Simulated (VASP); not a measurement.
# HfS2 (P-3m1) in VASP: settings compared, part 2 of 2

VASP 6.6.1. Earlier steps stand in the parts before.

### 4 Relaxation of cell and atoms, r2SCAN+rVV10

This run uses another cell than the first one, of 22.26 Å³/atom, 0.961 times its volume.

The input, INCAR:

```
SYSTEM = HfS2
ALGO     = Normal         ! electronic algorithm
BPARAM   = 11.95        
CPARAM   = 0.0093       
EDIFF    = 1E-7           ! SCF threshold, eV
EDIFFG   = -0.005         ! ionic threshold
ENCUT    = 600            ! plane-wave cutoff, eV
IBRION   = 2              ! ionic algorithm
ISIF     = 3              ! what is computed and relaxed
ISMEAR   = 0              ! smearing method
IVDW_NL  = 2            
LASPH    = .TRUE.         ! aspherical terms in the spheres
LCHARG   = .FALSE.        ! write CHGCAR
LMIXTAU  = .TRUE.       
LREAL    = .FALSE.        ! projectors in reciprocal space
LUSE_VDW = .TRUE.       
LWAVE    = .FALSE.        ! write WAVECAR
METAGGA  = R2SCAN         ! meta-GGA
NELM     = 80             ! most SCF steps
NSW      = 90             ! ionic steps
PREC     = Accurate       ! precision mode
SIGMA    = 0.03           ! smearing width, eV
```

The input, KPOINTS:

```
k-points
0
G
  9 9 5
  0 0 0
```

The input, POSCAR:

```
HfS2                                    
1.0
    3.6232503688     -0.0000000000      0.0000000000
   -1.8116251844      3.1378268636     -0.0000000000
   -0.0000000000     -0.0000000000      5.8724956987
  Hf              S             
     1     2
Direct
     1.0000000000000000    0.0000000000000000    0.0000000000000000
     0.6666666699999979    0.3333333300000021    0.7554872221503143
     0.3333333300000021    0.6666666699999979    0.2445127778496854
```

The run is started by

```sh
> cat potpaw_PBE.64/Hf_pv/POTCAR potpaw_PBE.64/S/POTCAR > POTCAR
> mpirun -np 1 vasp_std > vasp.out
```

It took 20 min on 1 thread of Intel Xeon Platinum 8259CL at 2.50GHz (Skylake/Cascade Lake), shared host; peak memory 0.41 GiB.

The run converged. Its results:

* Free energy: -66.1630 eV
* Relaxed volume: 22.27 Å³/atom
* Relaxed cell: a = 3.624 Å, b = 3.624 Å, c = 5.872 Å, α = 90.00°, β = 90.00°, γ = 120.00°
* Space group after relaxing (to 0.05 Å): P-3m1 (No. 164)
* Energy gained by relaxing: 0.0 meV/atom
* Ionic steps: 6
* Pressure after relaxing: 0.0 GPa
* Largest force after relaxing: 0.003 eV/Å
* Band gap on the k mesh: 1.39 eV, indirect (least direct gap 2.26 eV)

Forces in eV/Å, atoms in the order of the input:
```
Hf   0.000  0.000  0.000
S    0.000  0.000  0.003
S    0.000  0.000 -0.003
```

Final structure:
```xyz
3
Lattice="3.6244 0.0000 0.0000 -1.8122 3.1388 0.0000 0.0000 0.0000 5.8718" Properties=species:S:1:pos:R:3 pbc="T T T"
Hf    0.0000    0.0000    0.0000
S     1.8122    1.0463    4.4365
S     0.0000    2.0925    1.4352
```

Levels at points of the mesh, in eV from the valence-band top:
```csv
k point,band 9,band 10,band 11,band 12,band 13,band 14
"(0.00, 0.00, 0.00)",-0.14,-0.14,-0.01,2.26,2.26,2.97
```

Caveat: the PAW data sets were made with another functional, which shifts forces and pressure a little; spin-orbit coupling is left out, which moves the levels of the heavy elements; an odd mesh through Γ misses points on the zone boundary, where band edges often lie. r2SCAN opens gaps a little over a GGA but as a rule still falls short of measured ones.

### 5 Relaxation of cell and atoms, PBE+D3(BJ)

The input, INCAR:

```
PREC = Accurate ; ENCUT = 600
EDIFF = 1E-6 ; ISMEAR = 0
SIGMA = 0.03 ; LREAL = False
LASPH = True ; NELM = 80
ALGO = Normal ; ISIF = 3
LWAVE = False ; LCHARG = False
GGA = PE ; IVDW = 12
IBRION = 2 ; NSW = 90
EDIFFG = -0.01 ; KPAR = 4
```

The input, KPOINTS:

```
regular mesh
0
Gamma
  9 9 5
```

The input, POSCAR:

```
HfS2
1.0
    3.6396641800      0.0000000000      0.0000000000
   -1.8198320900      3.1520416411      0.0000000000
    0.0000000000      0.0000000000      6.0555624700
Hf S
1 2
Direct
    0.0000000000      0.0000000000      0.0000000000
    0.6666666700      0.3333333300      0.7639520500
    0.3333333300      0.6666666700      0.2360479500
```

Potentials or basis: VASP PAW PBE potentials, release 64 (Hf_pv, S).

The run is started by

```sh
> cat potpaw_PBE.64/Hf_pv/POTCAR potpaw_PBE.64/S/POTCAR > POTCAR
> mpirun -np 4 vasp_std > vasp.out
```

OUTCAR:

```text
PREC = Accurate
   ENCUT = 600
   EDIFF = 1E-6
   ISMEAR = 0
   LREAL = False
   LASPH = True
   NELM = 80
   ISIF = 3
   GGA = PE
   IVDW = 12
   IBRION = 2
   NSW = 90
   EDIFFG = -0.01
 IVDW          = 12

 ion  position               nearest neighbor table
   1  0.000  0.000  0.000-   2 2.54   3 2.54   3 2.54   2 2.54   2 2.54   3 2.54
   2  0.667  0.333  0.764-   1 2.54   1 2.54   1 2.54
   3  0.333  0.667  0.236-   1 2.54   1 2.54   1 2.54

  LATTYP: Found a hexagonal cell.
 ALAT       =     3.6396641800
 C/A-ratio  =     1.6637695596

  Lattice vectors:

 A1 = (   3.6396641800,   0.0000000000,   0.0000000000)
 A2 = (  -1.8198320900,   3.1520416411,   0.0000000000)
 A3 = (   0.0000000000,   0.0000000000,   6.0555624700)

Analysis of symmetry for initial positions (statically):
=====================================================================
 Subroutine PRICEL returns:
 Original cell was already a primitive cell.

 Routine SETGRP: Setting up the symmetry group for a
 hexagonal supercell.

 Subroutine GETGRP returns: Found 12 space group operations
 (whereof 12 operations were pure point group operations)
 out of a pool of 24 trial point group operations.

The static configuration has the point symmetry D_3d.

Analysis of symmetry for dynamics (positions and initial velocities):
=====================================================================
 Subroutine PRICEL returns:
[... 299 lines left out ...]
      8       0.3973      2.00000
      9       2.9861      2.00000
     10       3.0936      2.00000
     11       3.0936      2.00000
     12       5.1502      0.00000
     13       5.1502      0.00000
     14       5.7138      0.00000
[... 403 lines left out ...]
      4      -9.0853      2.00000
      5      -8.4349      2.00000
      6      -0.8200      2.00000
      7      -0.2053      2.00000
      8       0.2721      2.00000
      9       0.7231      2.00000
     10       1.6793      2.00000
     11       2.5644      2.00000
     12       5.0020      0.00000
     13       6.2342      0.00000
     14       7.2550      0.00000
     15       8.1744      0.00000

 [... further k-points ...]

[... ionic steps 4 to 10 ...]

--------------------------------------- Ionic step       11  -------------------------------------------

 number of electron      22.0000000 magnetization

------------------------ aborting loop because EDIFF is reached ----------------------------------------
[... 77 lines left out ...]
--------------------------------------- Ionic step       13  -------------------------------------------

 number of electron      22.0000001 magnetization

 Free energy of the ion-electron system (eV)
  ---------------------------------------------------
  ext. energy  EPLUGINS =         0.00000000
  ---------------------------------------------------
  free energy    TOTEN  =       -22.86051151 eV

  energy without entropy =      -22.86051151  energy(sigma->0) =      -22.86051151

 E-fermi :   3.9499     XC(G=0):  -9.8520

 val. band max:        3.7409452241   @ k =   0.0000   0.0000   0.0000
 cond. band min:       4.6481592242   @ k =   0.0000   0.4444   0.4000
 fundamental gap:      0.9072140001
 Fermi energy:         3.9499244260

 k-point     1 :       0.0000    0.0000    0.0000
  band No.  band energies     occupation
      1     -27.0702      2.00000
      2     -26.9523      2.00000
      3     -26.9523      2.00000
      4      -9.5873      2.00000
      5      -7.7684      2.00000
      6      -1.3312      2.00000
      7       0.8723      2.00000
      8       0.8723      2.00000
      9       3.5884      2.00000
     10       3.5884      2.00000
     11       3.7409      2.00000
     12       5.6357      0.00000
     13       5.6357      0.00000
     14       6.1761      0.00000
[... 449 lines left out ...]
  FREE ENERGIE OF THE ION-ELECTRON SYSTEM (eV)
  ---------------------------------------------------
  free  energy   TOTEN  =       -23.8878659491 eV

  energy  without entropy=      -23.8878659491  energy(sigma->0) =      -23.88786595

 reached required accuracy - stopping structural energy minimisation
```

Wall time 2.2 min (4 MPI ranks of Intel Xeon Platinum 8488C (Sapphire Rapids), shared host); peak memory 0.27 GiB.

What came out:

```
Free energy                            : -23.8879 eV
Relaxed volume                         : 21.55 Å³/atom
Relaxed cell                           : a = 3.597 Å, b = 3.597 Å, c = 5.770 Å, α = 90.00°, β = 90.00°, γ = 120.00°
Space group after relaxing (to 0.05 Å) : P-3m1 (No. 164)
Energy gained by relaxing              : 9.9 meV/atom
Ionic steps                            : 13
Pressure after relaxing                : 0.0 GPa
Band gap on the k mesh                 : 0.91 eV, indirect (least direct gap 1.85 eV)
Dispersion energy per atom             : -0.342 eV
```

Step by step:
| step | energy change (eV) | largest force (eV/Å) | pressure (GPa) | volume (Å³) |
| --- | --- | --- | --- | --- |
| 1 | 0.0000 | 0.1620 | -1.05 | 69.47 |
| 2 | -0.0063 | 0.3158 | 0.69 | 67.96 |
| 3 | -0.0064 | 0.2992 | 0.54 | 68.12 |
| 4 | -0.0120 | 0.1578 | 0.15 | 67.80 |
| 5 | -0.0134 | 0.0495 | -0.13 | 67.56 |
| 6 | -0.0167 | 0.0398 | -0.23 | 67.30 |
| 7 | -0.0244 | 0.0082 | -0.52 | 66.52 |
| 8 | -0.0259 | 0.0638 | -0.91 | 64.92 |
| 9 | -0.0279 | 0.0192 | -0.73 | 65.70 |
| 10 | -0.0287 | 0.1172 | 0.54 | 64.57 |
| 11 | -0.0292 | 0.0652 | 0.06 | 64.99 |
| 12 | -0.0296 | 0.0379 | 0.03 | 64.84 |
| 13 | -0.0298 | 0.0014 | 0.02 | 64.65 |

Final structure:
```
Hf S
1.0
     3.59684    0.00000    0.00000
    -1.79842    3.11495    0.00000
     0.00000    0.00000    5.77000
Hf S
1 2
Cartesian
  0.0000 0.0000 0.0000
  1.7984 1.0383 4.3151
  0.0000 2.0766 1.4549
```

Levels at points of the mesh, in eV from the valence-band top:
| k point | band 8 | band 9 | band 10 | band 11 | band 12 | band 13 | band 14 | band 15 |
| --- | --- | --- | --- | --- | --- | --- | --- | --- |
| (0.00, 0.00, 0.00) | -2.87 | -0.15 | -0.15 | 0.00 | 1.89 | 1.89 | 2.44 | 5.23 |

Caveat: spin-orbit coupling is left out, which moves the levels of the heavy elements; an odd mesh through Γ misses points on the zone boundary, where band edges often lie.

### 6 Summary

| task | level | cell | gap on the mesh (eV) | pressure (GPa) | relaxed volume (Å³/atom) |
| --- | --- | --- | --- | --- | --- |
| relaxation of shape and atoms at fixed volume | PBEsol | atoms relaxed at fixed volume from: a relaxed cell with its volume scaled by 1.06 | 1.04 | -0.5 | - |
| relaxation of cell and atoms | r2SCAN+rVV10 | relaxed | 1.39 | 0.0 | 22.27 |
| relaxation of cell and atoms | PBE+D3(BJ) | relaxed | 0.91 | 0.0 | 21.55 |

Alike in all rows: potentials or basis VASP PAW PBE potentials, release 64 (Hf_pv, S); no spin polarisation; k mesh 9 × 9 × 5; cutoff (eV) 600; smearing gaussian 0.03 eV.

Caveats: spin-orbit coupling is left out, which moves the levels of the heavy elements; an odd mesh through Γ misses points on the zone boundary, where band edges often lie; the PAW data sets were made with another functional, which shifts forces and pressure a little (some runs); this functional lacks dispersion, which binds the layers, so the pressure and a relaxed spacing across them are unreliable (some runs).

Absolute energies hang on the potentials; compare differences alone.
